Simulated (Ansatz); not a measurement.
# Si2Ni: reading a single point

```xyz
6
Lattice="0.0000 4.4662 0.0000 0.0000 -2.2331 4.1209 3.8830 2.2331 0.0000" Properties=species:S:1:pos:R:3 pbc="T T T"
Ni    0.0000    0.0000    0.0000
Ni    1.9415    1.1166    2.0604
Si    2.5628    4.4662    0.0000
Si    1.3202    2.2331    0.0000
Si    3.2617    3.3497    2.0604
Si    0.6213    3.3497    2.0604
```

Level: PBE, no spin polarisation; 420 eV; 8×8×8 Γ-centred mesh; gaussian occupations (width 0.2727 eV); Ansatz 0.2.0, fixed geometry.

Q: Metal or insulator?

A: It is a metal, with about 3.1 states/eV a cell as the mean within 0.25 eV of the Fermi level, mostly Ni d (39 %), Si p (32 %) and Si s (16 %).

Q: Is the cell too large or too small?

A: The pressure is 9.7 GPa (compression positive), so with the atoms held at these fractions the cell would first expand. The principal stresses 5.5, 6.6, 17.0 GPa differ, so its shape would change too.

Q: Which atom feels the largest force, and which way?

A: The largest is on Si3 (and as large on other atoms): 0.20 eV/Å, components (0.20, 0.00, 0.00). It makes 105° with the line to a nearest neighbour, Ni2 at 2.42 Å.

Q: How is the charge shared?

A: Bader charges in e: Si +0.09, Ni -0.18. In the mean Si gives up most and Ni takes most.

Origin: a known structure type with other elements, at an estimated volume, so it need not be a known compound. Caveats: no spin polarisation, so a magnetic state may lie lower; wide smearing.
